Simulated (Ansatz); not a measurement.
## Vibrations of ZrN (Fm-3m) by finite displacements

```xyz
2
Lattice="0.0000 2.2625 2.2625 2.2625 0.0000 2.2625 2.2625 2.2625 0.0000" Properties=species:S:1:pos:R:3 pbc="T T T"
Zr    2.2625    2.2625    2.2625
N     0.0000    0.0000    0.0000
```

Computed, not measured; unless marked otherwise by LDA, all-electron LAPW in Ansatz 0.2.0, scalar-relativistic. k mesh 14×14×14, Fermi-Dirac smearing of 0.100 eV, basis error target 0.5 meV/atom. The cell was relaxed by PAW under this functional, which moved its volume by -5 % from the database entry's.

Atoms are displaced by 0.01 Å in the smallest supercells that hold the wave vectors of a 2×2×2 mesh. Negative values stand for unstable modes.

(1) What are the phonon energies at the solved wave vectors, in meV?

(2) Is the structure dynamically stable at these wave vectors?

(3) How do the optical zone-centre modes decompose, and which are active?

(4) How well do frozen-core PAW files reproduce these all-electron values?

(5) The cell is scaled evenly to 22.469 and 23.859 Å³ (from 23.164), with free atoms relaxed and the shape held. What are the mode Grüneisen parameters γ = −d ln ω/d ln V?

## Answers

(1) 

```csv
q,point,modes (meV)
0.000 0.000 0.000,Gamma,63.52 (×3)
0.500 0.000 0.000,L,"20.94 (×2), 27.34, 61.98, 63.82 (×2)"
0.500 0.500 0.000,X,"25.51 (×2), 30.39, 59.50, 61.90 (×2)"
```

(2) Yes, no mode is unstable there; wave vectors off this mesh aren't tested.

(3) Point group m-3m: Γ_opt = T1u.

```
label    meV  activity    mostly
  T1u  63.52        IR  N (87 %)
```

In a metal the activity is that of symmetry alone; free carriers screen the infrared modes.

(4) With a cutoff of 420 eV and displacements of 0.0025 Å, the r.m.s. difference over the modes is 0.1 cm⁻¹; the largest difference is 499.5 (PAW) against 499.3 cm⁻¹ (LAPW).

(5) For the highest mode, 542.0 cm⁻¹ in the small cell and 488.6 in the large one give γ ≈ 1.73. From the change of the dynamical matrix on each mode:

| point | cm⁻¹ | γ |
| --- | --- | --- |
| Gamma | 512.3 | 1.93 |
| L | 168.9 | 2.49 |
| L | 220.5 | 2.26 |
| L | 499.9 | 1.74 |
| L | 514.8 | 1.73 |
| X | 205.8 | 1.01 |
| X | 245.1 | 1.36 |
| X | 479.9 | 1.91 |
| X | 499.3 | 1.86 |

Weighted by the modes' heat capacities at 300 K, the mean on this mesh is 1.85; it moves with the q mesh, and a coarse one overweights the zone boundary.

Known limits: responses of metals move with mesh and smearing; the frozen-core PAW files of the compared runs were fitted under PBE, their cores solved anew for this functional.
